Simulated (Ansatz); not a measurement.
**CrGe2N4 monolayer in a perpendicular field**

Aim: how the CrGe2N4 monolayer screens a field along its normal, and what the field does to its bands. A positive field points along +c.

Calculated with Ansatz 0.2.0; plane-wave DFT, PBE+U-D3(BJ), Ansatz PAW.

### 1. Starting point

The cell holds 7 atoms: 4 N, 2 Ge and 1 Cr. Its edges and angles: a = 3.020 Å, b = 3.020 Å, c = 44.756 Å, α = 90.0°, β = 90.0°, γ = 120.0°. Vacuum lies along c.

As a file:

```xyz
7
Lattice="3.0200 0.0000 0.0000 -1.5100 2.6154 0.0000 0.0000 0.0000 44.7555" Properties=species:S:1:pos:R:3
N     0.0000    0.0000   18.9500
Ge    0.0000    1.7436   19.5378
N     0.0000    1.7436   21.3778
Cr    0.0000    0.0000   22.3778
N     0.0000    1.7436   23.3778
Ge    0.0000    1.7436   25.2178
N     0.0000    0.0000   25.8055
```

### 2. Relaxation

The starting cell is a guess, so the in-plane lattice and the atoms are relaxed first, with the slab cut off from its images along the normal.

input.yaml

```yaml
crystal:
  lattice:
    - [3.02, 0.0, 0.0]
    - [-1.51, 2.6153967194, 0.0]
    - [0.0, 0.0, 44.7555282501]
  atoms:
    - { symbol: "N", position: [0.0, 0.0, 0.4234113805] }
    - { symbol: Ge, position: [0.3333333333, 0.6666666667, 0.4365441519] }
    - { symbol: "N", position: [0.3333333333, 0.6666666667, 0.4776563915] }
    - { symbol: Cr, position: [0.0, 0.0, 0.5], spin: 1.0 }
    - { symbol: "N", position: [0.3333333333, 0.6666666667, 0.5223436085] }
    - { symbol: Ge, position: [0.3333333333, 0.6666666667, 0.5634558481] }
    - { symbol: "N", position: [0.0, 0.0, 0.5765886195] }
  periodic: [true, true, false]
magnetization:
  spin_polarized: true
kpoints:
  mp_grid: { grid: [12, 12, 1] }
hamiltonian:
  xc: pbe
  dispersion: d3bj
  hubbard: { sites: [{ species: Cr, l: d, u_eff: 4.0 }] }
scf:
  occupations: { method: fermi_dirac, width: 0.05 }
  convergence: { dr2_threshold: 1.0e-09 }
relax:
  f_tol: 0.004
  max_steps: 90
  cell: {}
output:
  write_potential: true
  write_density: true
  volumetric_format: npy
```

On the command line:

```console
$ ansatz run input.yaml --threads 4 --pin off --max-ram 6144MiB --backend cpu --events-out ev --progress --plain --runs-dir out
```

Numbers of over 12 decimals in the logs are rounded to 6 here.

The log of the run:

```text
Warning: relax.cell: scf.convergence.dr2_threshold = 1e-9 eV is looser than the 2.46384455509e-10 eV advised for a relaxation that steers and ends on the stress (1e-10 eV for each atom of the cell: 7, times the square of relax.cell.stress_2d_tol = 0.05 N/m over 16.9 Å (the atoms' height at the walk's start and 5 Å past either face), 2.966e-2 GPa, over a crystal's default 0.05). What an SCF threshold leaves in a stress goes as its square root, and in the free energy as the threshold itself, and one threshold admits the most on a small cell: [figures from the program's tests cut] Set scf.convergence.dr2_threshold to 2.46384455509e-10 eV or tighter. [rest of the remark cut]
N: projections on atomic orbitals take those of the free atom [He] 2s2 2p3, of charge +0.00 (hamiltonian.pseudopotentials.projection_atoms); the dataset's partial waves leave at most 9.3e-9 of an orbital's norm unspanned inside its sphere
Ge: projections on atomic orbitals take those of the free atom [Ar] 3d10 4s2 4p2, of charge +0.00 (hamiltonian.pseudopotentials.projection_atoms); the dataset's partial waves leave at most 1.2e-6 of an orbital's norm unspanned inside its sphere
Cr: projections on atomic orbitals take those of the free atom [Ne] 3s2 3p6 3d5 4s1, of charge +0.00 (hamiltonian.pseudopotentials.projection_atoms); the dataset's partial waves leave at most 7.0e-7 of an orbital's norm unspanned inside its sphere
Engine: ansatz 0.2.0, x86_64-unknown-linux-gnu
Pseudopotentials: kind: paw
Pseudopotential: N, paw, valence charge 5, recommended cutoff 420 eV (normal), N.paw.azcp
Pseudopotential: Ge, paw, valence charge 14, recommended cutoff 420 eV (normal), Ge.paw.azcp
Pseudopotential: Cr, paw, valence charge 14, recommended cutoff 420 eV (normal), Cr.paw.azcp
Functional definition: PBE
  parameter kappa = 0.804
  parameter beta = 0.066725
  exchange = pbe_x(kappa = kappa, mu = beta*pi^2/3)
  correlation = pbe_c(beta = beta)
Crystal: 7 atoms, lattice volume = 353.501 Å³
Basis set: ecut = 420 eV, 6785 PW (Γ), exchange–correlation on 48×48×600 points (8 copies of the dense FFT grid, shifted against one another)
Bands: 39, of which v1, the nominal top of the filled ones, is band 31 counted from 1 (30 counted from 0)
Symmetry: 12 space group operations
Space group: P-6m2 (ITA 187), of the structure as read, at distance tolerance 7.1e-5 Å
Magnetic group: BNS 187.209 (UNI 1439), of the structure as read, at distance tolerance 7.1e-5 Å
k-points: 19 of 144 (time reversal used)
Non-local potential: N, projectors of the file, l = 0: 2, l = 1: 2, l = 2: 1
Non-local potential: Ge, projectors of the file, l = 0: 2, l = 1: 2, l = 2: 3, l = 3: 1
Non-local potential: Cr, projectors of the file, l = 0: 3, l = 1: 2, l = 2: 3, l = 3: 1
PAW form: soft (Blöchl's): semilocal exchange-correlation on the pseudo side does not see the compensation charge
PAW one-centre angular grid: N, 110 points (default); XC on 64 Gauss nodes
PAW one-centre angular grid: Ge, 590 points (default); XC on 64 Gauss nodes
PAW one-centre angular grid: Cr, 590 points (default); XC on 64 Gauss nodes
Initial density: superposition of atomic densities (neutral atoms: chi_scale 0, normalization atom)
Starting moments: Σ|m| = 1 μB on 1 of 7 sites
Initial wavefunctions: pseudopotential atomic-orbital guess
Functional: x = pbe(κ = 0.804, μ = 0.219515), c = pbe(β = 0.066725)
SCF iter   1: F=—  HF=-13512.579623 eV  |F-HF|=—  |Δ(HF+E_count)|=         —  Δρ=6.77e-2 (↑6.77e-2 ↓6.02e-2)  dr2=6.66e1  dr2_m=1.60e-1  M=0.455 μB ∫|m|=0.639 μB  β_m=0.30  ethr=3.10e-3  ⟨swp⟩=14.6  Hψ=10157  notcnv=0
preconditioner: auto → none  [metal: Δε(μ)=0.043 eV  Ē_g=18.390 eV  σ=0.050 eV  W_gap=0.21  n_scr=28 (ndim 8)  ℏωp=14.5 eV  f_vac=0.767  D(μ)=2.31/eV (n_scr^D=14)  sad-step TF]
SCF iter   2: F=—  HF=-13501.176870 eV  |F-HF|=—  |Δ(HF+E_count)|=    1.14e1  Δρ=2.26e-2 (↑2.26e-2 ↓1.69e-2)  dr2=4.28e0  dr2_m=2.29e-1  M=0.850 μB ∫|m|=1.338 μB  β_m=1.00  ethr=3.10e-3  ⟨swp⟩=5.2  Hψ=4348  notcnv=0  defer=57
SCF iter   3: F=—  HF=-13500.422769 eV  |F-HF|=—  |Δ(HF+E_count)|=   7.54e-1  Δρ=1.28e-2 (↑1.06e-2 ↓1.28e-2)  dr2=1.71e0  dr2_m=3.19e-2  M=1.054 μB ∫|m|=1.503 μB  β_m=1.00  ethr=3.10e-3  ⟨swp⟩=3.8  Hψ=3828  notcnv=0  defer=66
SCF iter   4: F=—  HF=-13500.382992 eV  |F-HF|=—  |Δ(HF+E_count)|=   3.98e-2  Δρ=9.45e-3 (↑9.45e-3 ↓6.30e-3)  dr2=3.27e-1  dr2_m=4.82e-2  M=1.210 μB ∫|m|=1.736 μB  β_m=1.00  ethr=2.77e-3  ⟨swp⟩=2.4  Hψ=2244  notcnv=0  defer=70
SCF iter   5: F=—  HF=-13500.494626 eV  |F-HF|=—  |Δ(HF+E_count)|=   1.12e-1  Δρ=4.68e-3 (↑1.96e-3 ↓4.68e-3)  dr2=9.86e-2  dr2_m=1.78e-2  M=1.364 μB ∫|m|=1.886 μB  β_m=1.00  ethr=5.27e-4  ⟨swp⟩=3.1  Hψ=3440  notcnv=0  defer=70
SCF iter   6: F=—  HF=-13500.587603 eV  |F-HF|=—  |Δ(HF+E_count)|=   9.30e-2  Δρ=4.35e-3 (↑4.35e-3 ↓3.81e-3)  dr2=6.78e-3  dr2_m=5.25e-2  M=1.585 μB ∫|m|=2.120 μB  β_m=1.00  ethr=1.59e-4  ⟨swp⟩=3.2  Hψ=2713  notcnv=0  defer=71
SCF iter   7: F=—  HF=-13500.696523 eV  |F-HF|=—  |Δ(HF+E_count)|=   1.09e-1  Δρ=6.87e-3 (↑6.87e-3 ↓4.76e-3)  dr2=1.83e-2  dr2_m=1.09e-1  M=1.904 μB ∫|m|=2.446 μB  β_m=1.00  ethr=1.09e-5  ⟨swp⟩=3.4  Hψ=3499  notcnv=0  defer=68
SCF iter   8: F=—  HF=-13500.832084 eV  |F-HF|=—  |Δ(HF+E_count)|=   1.36e-1  Δρ=3.94e-3 (↑3.94e-3 ↓2.10e-3)  dr2=1.39e-2  dr2_m=2.84e-2  M=2.000 μB ∫|m|=2.650 μB  β_m=1.00  ethr=1.09e-5  ⟨swp⟩=2.9  Hψ=3243  notcnv=0  defer=70
SCF iter   9: F=—  HF=-13500.943589 eV  |F-HF|=—  |Δ(HF+E_count)|=   1.12e-1  Δρ=1.28e-3 (↑1.22e-3 ↓1.28e-3)  dr2=2.00e-3  dr2_m=4.50e-3  M=2.000 μB ∫|m|=2.761 μB  β_m=0.30  ethr=1.09e-5  ⟨swp⟩=2.8  Hψ=3300  notcnv=0  defer=70
Mixer restart at iter 9: flushing history
spin-set hold released at iteration 9 (site moments contracting): the magnetisation degrees of freedom join the quasi-Newton model from the next iteration; the mixer history was flushed
SCF iter  10: F=—  HF=-13501.028241 eV  |F-HF|=—  |Δ(HF+E_count)|=   8.47e-2  Δρ=2.02e-3 (↑2.02e-3 ↓1.51e-3)  dr2=1.55e-3  dr2_m=9.94e-3  M=2.000 μB ∫|m|=2.837 μB  β_m=0.58  ethr=3.22e-6  ⟨swp⟩=3.2  Hψ=3336  notcnv=0  defer=70
SCF iter  11: F=—  HF=-13501.174682 eV  |F-HF|=—  |Δ(HF+E_count)|=   1.46e-1  Δρ=4.08e-3 (↑2.54e-3 ↓4.08e-3)  dr2=1.64e-1  dr2_m=2.50e-3  M=2.000 μB ∫|m|=3.052 μB  β_m=0.50  ethr=2.50e-6  ⟨swp⟩=4.3  Hψ=4032  notcnv=0  defer=70
Mixer restart at iter 11: flushing history
SCF iter  12: F=—  HF=-13500.857568 eV  |F-HF|=—  |Δ(HF+E_count)|=         —  Δρ=4.00e-3 (↑4.00e-3 ↓2.53e-3)  dr2=8.53e-3  dr2_m=3.44e-2  M=2.000 μB ∫|m|=3.271 μB  β_m=1.00  ethr=2.50e-6  ⟨swp⟩=4.6  Hψ=4346  notcnv=0  defer=73
[...]
SCF iter  11: F=—  HF=-13501.646311 eV  |F-HF|=—  |Δ(HF+E_count)|=   2.44e-1  Δρ=2.62e-3 (↑2.44e-3 ↓2.62e-3)  dr2=4.97e-3  dr2_m=2.03e-2  M=2.000 μB ∫|m|=3.410 μB  β_m=0.58  ethr=4.12e-6  ⟨swp⟩=4.7  Hψ=4814  notcnv=0  defer=79
SCF iter  12: F=—  HF=-13501.688769 eV  |F-HF|=—  |Δ(HF+E_count)|=   4.25e-2  Δρ=2.44e-3 (↑1.78e-3 ↓2.44e-3)  dr2=1.44e-1  dr2_m=2.15e-3  M=2.000 μB ∫|m|=3.610 μB  β_m=0.40  ethr=4.12e-6  ⟨swp⟩=4.5  Hψ=4217  notcnv=0  defer=79  recentre
SCF iter  13: F=—  HF=-13501.667839 eV  |F-HF|=—  |Δ(HF+E_count)|=   2.09e-2  Δρ=5.14e-4 (↑4.82e-4 ↓5.14e-4)  dr2=1.01e-3  dr2_m=6.10e-4  M=2.000 μB ∫|m|=3.641 μB  β_m=0.49  ethr=4.12e-6  ⟨swp⟩=4.0  Hψ=4117  notcnv=0  defer=75
SCF iter  14: F=—  HF=-13501.669025 eV  |F-HF|=—  |Δ(HF+E_count)|=   1.19e-3  Δρ=3.26e-4 (↑3.26e-4 ↓2.50e-4)  dr2=9.75e-5  dr2_m=2.53e-4  M=2.000 μB ∫|m|=3.688 μB  β_m=0.70  ethr=1.63e-6  ⟨swp⟩=3.1  Hψ=3021  notcnv=0  defer=75
SCF iter  15: F=—  HF=-13501.669905 eV  |F-HF|=—  |Δ(HF+E_count)|=   8.80e-4  Δρ=2.43e-4 (↑2.43e-4 ↓1.14e-4)  dr2=3.94e-4  dr2_m=4.08e-5  M=2.000 μB ∫|m|=3.723 μB  β_m=0.65  ethr=1.57e-7  ⟨swp⟩=3.7  Hψ=3429  notcnv=0  defer=75
SCF iter  16: F=—  HF=-13501.669940 eV  |F-HF|=—  |Δ(HF+E_count)|=   3.46e-5  Δρ=5.63e-5 (↑5.34e-5 ↓5.63e-5)  dr2=6.20e-5  dr2_m=3.44e-6  M=2.000 μB ∫|m|=3.741 μB  β_m=0.58  ethr=1.57e-7  ⟨swp⟩=3.2  Hψ=3093  notcnv=0  defer=75
SCF iter  17: F=—  HF=-13501.669935 eV  |F-HF|=—  |Δ(HF+E_count)|=   4.39e-6  Δρ=2.01e-5 (↑1.92e-5 ↓2.01e-5)  dr2=2.36e-6  dr2_m=7.62e-7  M=2.000 μB ∫|m|=3.741 μB  β_m=0.68  ethr=1.00e-7  ⟨swp⟩=2.9  Hψ=2455  notcnv=0  defer=75
SCF iter  18: F=—  HF=-13501.669936 eV  |F-HF|=—  |Δ(HF+E_count)|=   9.58e-7  Δρ=9.52e-6 (↑9.52e-6 ↓6.19e-6)  dr2=5.06e-7  dr2_m=1.36e-7  M=2.000 μB ∫|m|=3.740 μB  β_m=0.76  ethr=3.81e-9  ⟨swp⟩=3.5  Hψ=3071  notcnv=0  defer=75
SCF iter  19: F=—  HF=-13501.669936 eV  |F-HF|=—  |Δ(HF+E_count)|=   9.77e-8  Δρ=4.55e-6 (↑4.55e-6 ↓3.10e-6)  dr2=2.32e-7  dr2_m=1.10e-8  M=2.000 μB ∫|m|=3.740 μB  β_m=0.63  ethr=8.16e-10  ⟨swp⟩=2.8  Hψ=2826  notcnv=0  defer=75
SCF iter  20: F=—  HF=-13501.669936 eV  |F-HF|=—  |Δ(HF+E_count)|=   3.84e-8  Δρ=8.63e-7 (↑6.85e-7 ↓8.63e-7)  dr2=1.78e-8  dr2_m=5.81e-10  M=2.000 μB ∫|m|=3.739 μB  β_m=0.55  ethr=3.74e-10  ⟨swp⟩=3.6  Hψ=3044  notcnv=0  defer=75
SCF iter  21: F=—  HF=-13501.669936 eV  |F-HF|=—  |Δ(HF+E_count)|=   6.74e-9  Δρ=1.60e-6 (↑1.60e-6 ↓1.13e-6)  dr2=5.38e-8  dr2_m=4.52e-10  M=2.000 μB ∫|m|=3.739 μB  β_m=0.55  ethr=2.86e-11  ⟨swp⟩=3.3  Hψ=3079  notcnv=0  defer=75
SCF iter  22: F=—  HF=-13501.669936 eV  |F-HF|=—  |Δ(HF+E_count)|=   8.14e-9  Δρ=3.88e-7 (↑3.88e-7 ↓2.43e-7)  dr2=1.24e-9  dr2_m=1.66e-10  M=2.000 μB ∫|m|=3.739 μB  β_m=0.54  ethr=2.86e-11  ⟨swp⟩=2.8  Hψ=2380  notcnv=0  defer=75
iter 23 met the thresholds in force, and the SCF goes on: an eigenvalue changes by 0.14 meV, over its tolerance of 0.06 meV (output.eigenvalues, Limitations)
SCF iter  23: F=-13501.669936 eV  HF=-13501.669936 eV  |F-HF|=3.62e-10  |Δ(HF+E_count)|=  1.76e-10  Δρ=1.73e-7 (↑1.73e-7 ↓5.75e-8)  dr2=2.23e-10  dr2_m=2.51e-11  M=2.000 μB ∫|m|=3.739 μB  β_m=0.52  ethr=1.61e-12  ⟨swp⟩=3.1  Hψ=3370  notcnv=0
SCF iter  24: F=-13501.669936 eV  HF=-13501.669936 eV  |F-HF|=5.22e-10  |Δ(HF+E_count)|=  3.40e-10  Δρ=3.86e-8 (↑3.03e-8 ↓3.86e-8)  dr2=5.14e-12  dr2_m=2.98e-12  M=2.000 μB ∫|m|=3.739 μB  ethr=1.00e-12  ⟨swp⟩=1.6  Hψ=3598  notcnv=0
SCF 1 converged in 24 iterations: F = -13501.669936 eV  dr2 = 5.14e-12
a single-point calculation of the run's input, under the relaxation's own `scf.mixing.negative_modes` where the relaxation goes by `scf.lower_state_search: light` itself or types `scf.max_iter`, was made at the relaxed geometry, from the atoms, in 24 SCF iterations in all. It converged -0.0 meV from the relaxation's final energy, with moments (-0.03, 0.00, -0.33, 2.37, -0.33, 0.00, -0.03 Bohr magnetons, atom by atom), which does not count as lower, and the relaxation's result stands. No further magnetic order was relaxed to its end, and one can end lower (see `relax.adjacent_minimum`).
SCF converged after 5 iterations
Magnetization: 2.0000 μB (32.0000 up, 30.0000 down)
Absolute magnetization: 3.7388 μB (∫|ρ↑−ρ↓|, with the PAW one-centre terms)
Spin contamination: 0.4200 ħ² per cell (⟨S²⟩ above its minimum at these occupations)
Per-site moments (μB) at R_I (Å): [(-0.028745, 0.764524), (0.00262079, 0.764524), (-0.330625, 0.773300), (2.365579, 0.857212), (-0.330625, 0.773300), (0.00262079, 0.764524), (-0.028745, 0.764524)]
Free energy (F): -13501.669936 eV
Harris-Foulkes:  -13501.669936 eV  (|F-HF|=6.73e-11)
Internal energy: -13501.660526 eV  (E = F + TS)
E sigma→0 (E₀):  -13501.665231 eV
Entropy (-TS):   -0.009411 eV (-1.344 meV/atom)
Fermi energy:    -6.092293 eV
--- Per-component energies (eV) ---
  E_band       = -1501.701830
  E_kinetic    = 1083.477663
  E_local      = -370003.301664  (includes V_loc(G=0)·N_el)
  E_nonlocal   = 1109.519166
  E_hartree    = 183937.446624
  E_xc         = -528.859721
  E_vxc        = -610.179658  (∫ρ·V_xc dr)
  E_hubbard    = 2.944628  (on-site DFT+U / exact-exchange correction)
  E_vhub       = -3.100879  (the Hubbard potential's part of the band-sum identity)
  E_paw        = -5751.213507  (= ΣΔE_a)
  E_vpaw       = -953.007543  (= ΣTr[D̂ρ^β])
  E_aug_tail   = 0.001112  (compensation charges beyond the density's cutoff)
  E_ewald      = 176649.754236
  E_disp       = -1.429062  (pairwise vdW)
  E_smearing   = -0.009411  (= −TS)
  E_closure    = -0.000000  (closes the sum)
  Σ components = -13501.669936   (vs F -13501.669936, Δ=0.00e0)
--- Forces (eV/Å), atoms counted from 1 ---
  atom   1  N     -0.00000000    -0.00000000    -0.00239888
  atom   2  Ge     0.00000000     0.00000000     0.00037927
  atom   3  N     -0.00000000    -0.00000000     0.00338710
  atom   4  Cr    -0.00000000    -0.00000000     0.00000000
  atom   5  N     -0.00000000    -0.00000000    -0.00338710
  atom   6  Ge     0.00000000     0.00000000    -0.00037927
  atom   7  N     -0.00000000    -0.00000000     0.00239888
  max |Σ_I F_I| component: 1.98e-15 eV/Å
--- 2D stress c σ (N/m, compression-positive) ---
       -0.020494       0.000000      -0.000000
        0.000000      -0.020494      -0.000000
       -0.000000      -0.000000      -0.000000
  P = ½ c Tr σ = -0.0205 N/m
--- Band table (eV; the first three rows and the last of 38) ---
  k-point 0 ↑: bands = [... 27 lower, -8.0559, -8.0559, -7.5677, -6.9885, -4.3479, -4.3479, -4.1932, -4.1932, ... 4 higher]
  k-point 1 ↑: bands = [... 27 lower, -8.1915, -8.1506, -7.5773, -6.8438, -4.6670, -4.4578, -4.4228, -4.0945, ... 4 higher]
  k-point 2 ↑: bands = [... 27 lower, -8.3915, -8.3582, -7.8674, -6.8831, -5.1336, -4.7691, -4.6570, -3.8542, ... 4 higher]
  k-point 18 ↓: bands = [... 27 lower, -8.8108, -7.9074, -7.4818, -3.3978, -2.1976, -2.1102, -2.0197, -1.6088, ... 4 higher]
  the weakly bound empty levels are not read free of the cell's end (hubbard_term)
--- Relaxed structure (6 steps of the walk, 6 accepted, 1 SCFs on fresh bases) ---
  F+E_penalty+E_count = -13501.66993630 eV   max|allowed force component| = 3.387e-3 eV/Å   (the final SCF, on the basis selected at the relaxed cell)
  cell:  # Å, volume = 352.3611 Å³
    - [3.015125, 0, 0]
    - [-1.507563, 2.611175, 0]
    - [0, 0, 44.7555282501]
  atoms:
    - { symbol: N, position: [9.802225132920339e-18, -5.2899910533259937e-17, 0.418539] }
    - { symbol: Ge, position: [0.333333, 0.666667, 0.432754] }
    - { symbol: N, position: [0.333333, 0.666667, 0.474641] }
    - { symbol: Cr, position: [1.0573552618554972e-17, -5.135725556199066e-17, 0.5] }
    - { symbol: N, position: [0.333333, 0.666667, 0.525359] }
    - { symbol: Ge, position: [0.333333, 0.666667, 0.567246] }
    - { symbol: N, position: [1.1344880104189642e-17, -4.981460059072132e-17, 0.581461] }
```

It took 1.9 min on 4 threads of Intel Xeon Platinum 8488C (Sapphire Rapids), shared host; peak memory 1.2 GiB; 7.2 min of CPU time.

Step by step:

```
step  energy less that of the first step (eV)  largest force component (eV/Å)  volume (Å³)
   1                                   0.0000                          2.3276       353.50
   2                                  -0.4720                          0.5326       346.64
   3                                  -0.5050                          0.1962       350.09
   4                                  -0.5041                          0.3585       351.52
   5                                  -0.5083                          0.0120       352.33
   6                                  -0.5083                          0.0035       352.36
  7*                                  -0.5075                          0.0034       352.36
  7*                                  -0.5075                          0.0034       352.36
```

Relaxation steps marked * repeat the geometry before them on a plane-wave basis chosen anew for their cell, so energy and pressure can jump there.

Forces are held to the 12 operations that the run works with; a distortion that breaks them can't arise in this run.

```
cell as run  before  after  change
      a (Å)   3.020  3.015  -0.2 %
      b (Å)   3.020  3.015  -0.2 %
```

The atoms that moved most (Å, along periodic axes as changes of fractional coordinates times the final cell, across vacuum about the mean position):

```
atom     dx     dy      dz  length
  N1  0.000  0.000  -0.218   0.218
  N7  0.000  0.000   0.218   0.218
 Ge2  0.000  0.000  -0.170   0.170
 Ge6  0.000  0.000   0.170   0.170
  N5  0.000  0.000   0.135   0.135
  N3  0.000  0.000  -0.135   0.135
```

The relaxed structure:

```xyz
7
Lattice="3.0151 0.0000 0.0000 -1.5076 2.6112 0.0000 0.0000 0.0000 44.7555" Properties=species:S:1:pos:R:3
N     0.0000    0.0000   18.7320
Ge    0.0000    1.7408   19.3681
N     0.0000    1.7408   21.2428
Cr    0.0000    0.0000   22.3778
N     0.0000    1.7408   23.5127
Ge    0.0000    1.7408   25.3874
N     0.0000    0.0000   26.0236
```

Numbers from this step:

```
energy at zero smearing : -13501.6652 eV
total moment            : 2.000 μB
site moments            : -0.02874, 0.002621, -0.3306, 2.366, -0.3306, 0.002621, -0.02874 μB
```

Site moment by atom:

```
atom  site moment (μB)
  N1             -0.03
 Ge2              0.00
  N3             -0.33
 Cr4              2.37
  N5             -0.33
 Ge6              0.00
  N7             -0.03
```

The lattice constant a goes from 3.020 to 3.015 Å.

(Part 1 of 3 ends here.)

[Logs are printed without paths, hosts, clocks, repeated set-up lines and the standing remarks that a program may print on its own settings, such as how far it seeks lower states.]

[Hosts, paths, dates, database ids (printed as entryN), source tags and the programs' standing remarks are cut or masked in the printed files.]

[Maps of the electrostatic potential energy from Ansatz leave out the sawtooth potential of an applied field or a dipole correction, so their vacuum need not be flat; planar profiles and work functions include it.]
